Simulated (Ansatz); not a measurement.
Corundum Ga₂O₃, relaxed with r2SCAN. Space group R-3c (No. 167), trigonal; a = 4.985 Å, c = 13.442 Å in the conventional setting, 9.64 Å³ an atom. Ga is surrounded by 6 O at 1.93–2.07 Å; O is surrounded by 4 Ga at 1.93–2.07 Å.

```yaml
crystal:
  lattice:
    - [2.49226, 1.43891, 4.48064]
    - [-2.49226, 1.43891, 4.48064]
    - [0.00000, -2.87781, 4.48064]
  atoms:
    - { symbol: Ga, position: [0.85543, 0.85543, 0.85543] }
    - { symbol: Ga, position: [0.35543, 0.35543, 0.35543] }
    - { symbol: Ga, position: [0.14457, 0.14457, 0.14457] }
    - { symbol: Ga, position: [0.64457, 0.64457, 0.64457] }
    - { symbol: O, position: [0.44637, 0.05363, 0.75000] }
    - { symbol: O, position: [0.05363, 0.75000, 0.44637] }
    - { symbol: O, position: [0.55363, 0.94637, 0.25000] }
    - { symbol: O, position: [0.25000, 0.55363, 0.94637] }
    - { symbol: O, position: [0.94637, 0.25000, 0.55363] }
    - { symbol: O, position: [0.75000, 0.44637, 0.05363] }
```

5 runs of the PAW code Ansatz on this cell differ in the functional (and in the settings that go with it). Levels are in eV from each run's valence top; v1 is the last filled band, c1 the first empty one.

Run A, mean stress 0.0 GPa (compression positive):
```tsv
point	v2	v1	c1	c2
Γ	-0.26	-0.26	3.55	7.53
T	-0.30	-0.30	6.65	6.65
H₂	-0.34	-0.34	7.54	7.54
```

Run B, mean stress +9.4 GPa (compression positive):
```tsv
point	v2	v1	c1	c2
Γ	-0.25	-0.25	2.85	6.72
T	-0.30	-0.30	5.91	5.91
H₂	-0.33	-0.33	6.74	6.74
```

Run C, mean stress -0.5 GPa (compression positive):
```tsv
point	v2	v1	c1	c2
Γ	-0.25	-0.25	5.34	9.53
T	-0.30	-0.30	8.57	8.57
H₂	-0.36	-0.36	9.52	9.52
```

Run D, mean stress -0.3 GPa (compression positive):
```tsv
point	v2	v1	c1	c2
Γ	-0.25	-0.25	4.62	8.76
T	-0.30	-0.30	7.81	7.81
H₂	-0.36	-0.36	8.76	8.76
```

Run E, mean stress +0.3 GPa (compression positive):
```tsv
point	v2	v1	c1	c2
Γ	-0.25	-0.25	5.13	9.30
T	-0.30	-0.30	8.36	8.36
H₂	-0.36	-0.36	9.30	9.30
```

Q: Match the runs to PBE, r2SCAN, HSE06, DDH-PBE0, PBE0.

A: A is r2SCAN, B is PBE, C is PBE0, D is HSE06, E is DDH-PBE0. In order of the gap: PBE 2.85, r2SCAN 3.55, HSE06 4.62, DDH-PBE0 5.13, PBE0 5.34 eV.

(Simulation; spin polarisation is off.)

The stress of a hybrid is loosely converged in these runs.

The meshes of the hybrids are coarse, so their gaps aren't converged to the digits shown.
